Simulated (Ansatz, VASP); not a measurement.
# One calculation of Pt, two programs

```
Pt
1.0
     3.55786    0.00000    0.00000
    -1.77893    3.08120    0.00000
     0.00000    0.00000    5.87047
Pt
4
Cartesian
  0.0000 2.0541 2.5683
  1.7789 1.0271 5.5036
  1.7789 1.0271 3.3021
  0.0000 2.0541 0.3669
```

Alike in both runs: task single point; functional r2SCAN; k mesh 6 × 6 × 4; occupations gaussian, width 0.1 eV; no spin polarisation.

|  | VASP | Ansatz |
| --- | --- | --- |
| version | VASP 6.6.1 | Ansatz 0.2.0 |
| potentials or method | VASP PAW PBE potentials, release 64 (Pt) | scalar-relativistic, plane waves, PAW |
| plane-wave cutoff (eV) | 520 | 500 |
| valence electrons in the cell | 40 | 72 |

```csv
,VASP,Ansatz,Ansatz less VASP
gap on the k mesh at the Fermi level (eV),none,none,-
rms of the force components (eV/Å),0.492,0.522,+0.0299
```

Atom by atom the forces differ by 0.030 eV/Å (rms over components). A gap of «none» marks a metal or a gap that the smearing closes. The functional is the same, so the differences come from potentials, cutoffs and numerics. The two sets of potentials don't hold the same shells in valence.

Caveats: the PAW data sets were made with another functional, which shifts forces and pressure a little (VASP). The runs have no spin-orbit coupling, so splittings on Pt are missing.
